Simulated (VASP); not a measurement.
## Results of a VASP single-point calculation on GaN (strained rocksalt)

POSCAR

```
Ga N
 1.0000000000000000
     0.0840594742000000    2.1925747120999999    2.1925747120999999
     2.1925747120999999    0.0840594742000000    2.1925747120999999
     2.1925747120999999    2.1925747120999999    0.0840594742000000
 Ga  N
   1   1
Cartesian
  0.0000000000000000  0.0000000000000000  0.0000000000000000
  2.2346044491999995  2.2346044491999995  2.2346044491999995
```

```json
{"gap between bands v and c": "0.51 eV", "least direct gap": "2.29 eV"}
```

Band v is the last that the valence electrons fill when counted band by band, and c is the next. Levels in eV from the top of v:

```
point    v−1      v     c    c+1
    Γ  -0.41  -0.41  1.88  13.95
    X  -3.47  -2.76  0.51   8.30
    K  -5.85  -1.94  3.42   9.16
    L  -0.10  -0.10  5.64   9.29
    W  -5.29  -4.57  4.99   9.66
```

Which of these levels of theory gave these results?
A. PBEsol
B. HSE06
C. PBE
D. LDA
E. PBE with spin–orbit coupling
F. r²SCAN
G. PBE0

F.

The INCAR was:

```
IBRION = -1
ENCUT = 520
ALGO = Normal
METAGGA = R2SCAN
NBANDS = 16
NSW = 0
SIGMA = 0.02
NELM = 120
LWAVE = .FALSE.
LASPH = .TRUE.
LCHARG = .FALSE.
PREC = Accurate
ISIF = 2
LREAL = .FALSE.
ISMEAR = -1
EDIFF = 1E-7
```
